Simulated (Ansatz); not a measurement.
A run of Ansatz 0.2.0 is set up as follows.

File input.yaml:

```yaml
crystal:
  lattice:
    - [2.9194, 0.0, 0.0]
    - [-1.4597, 2.5282745638, 0.0]
    - [0.0, 0.0, 4.713]
  atoms:
    - { symbol: Ti, position: [0.3333333333, 0.6666666667, 0.72126] }
    - { symbol: Ti, position: [0.6666666667, 0.3333333333, 0.27874] }
    - { symbol: O, position: [0.0, 0.0, 0.0] }
hamiltonian:
  xc: r2scan
  pseudopotentials: { kind: paw }
kpoints:
  mp_grid: { grid: [10, 10, 6] }
  band_path:
    path:
      - [[0.0, 0.0, 0.0], [0.5, 0.0, 0.0], [0.3333333333, 0.3333333333, 0.0], [0.0, 0.0, 0.0], [0.0, 0.0, 0.5], [0.5, 0.0, 0.5], [0.3333333333, 0.3333333333, 0.5], [0.0, 0.0, 0.5]]
      - [[0.5, 0.0, 0.5], [0.5, 0.0, 0.0]]
      - [[0.3333333333, 0.3333333333, 0.0], [0.3333333333, 0.3333333333, 0.5]]
    npoints: 14
scf:
  occupations: { method: fermi_dirac, width: 0.05 }
  n_extra_bands: 7
output:
  forces: true
  stress: true
  eigenvalues: true
  fatbands: false
```

Potentials or basis: Ansatz PAW.

Run with:

```sh
$ ansatz run input.yaml --threads 2 --pin off --max-ram 5632MiB --backend cpu --events-out ev --progress --plain --runs-dir out
```

What does it give for the largest force?

1.043 eV/Å.

Predict the band gap on the k mesh.

none (metal or under the smearing width).

Predict the pressure.

9.0 GPa.

Levels at the corners of the path, in eV from the Fermi level:
```
point  band 11  band 12  band 13  band 14  band 15  band 16  band 17  band 18  band 19  band 20
    Γ    -6.22    -6.22    -4.11    -0.62     0.41     0.48     0.48     0.97     0.97     1.50
    M    -7.37    -6.75    -2.95    -1.64    -0.70     1.29     1.74     3.10     3.21     3.22
    K    -7.93    -7.21    -2.18    -1.46    -1.46     1.64     1.64     2.16     2.60     2.99
    Γ    -6.22    -6.22    -4.11    -0.62     0.41     0.48     0.48     0.97     0.97     1.50
    A    -6.31    -6.31    -2.19    -1.97     0.13     0.13     1.42     2.01     2.01     2.46
    L    -7.40    -6.66    -1.76    -1.65    -0.81    -0.43     0.86     3.07     3.17     3.34
    H    -8.01    -7.30    -1.83    -1.07    -1.07     1.50     1.50     1.80     2.89     2.89
    A    -6.31    -6.31    -2.19    -1.97     0.13     0.13     1.42     2.01     2.01     2.46
    L    -7.40    -6.66    -1.76    -1.65    -0.81    -0.43     0.86     3.07     3.17     3.34
    M    -7.37    -6.75    -2.95    -1.64    -0.70     1.29     1.74     3.10     3.21     3.22
    K    -7.93    -7.21    -2.18    -1.46    -1.46     1.64     1.64     2.16     2.60     2.99
    H    -8.01    -7.30    -1.83    -1.07    -1.07     1.50     1.50     1.80     2.89     2.89
```

Caveat: semilocal functionals often make such compounds metallic where correlation or magnetic order opens a gap, which also shifts bond lengths; the PAW data sets come from PBE, with cores solved anew for the run's functional, which leaves a small shift of forces and pressure; forces of over 1 eV/Å show positions far from the minimum, so gaps and moduli don't describe the material at rest.
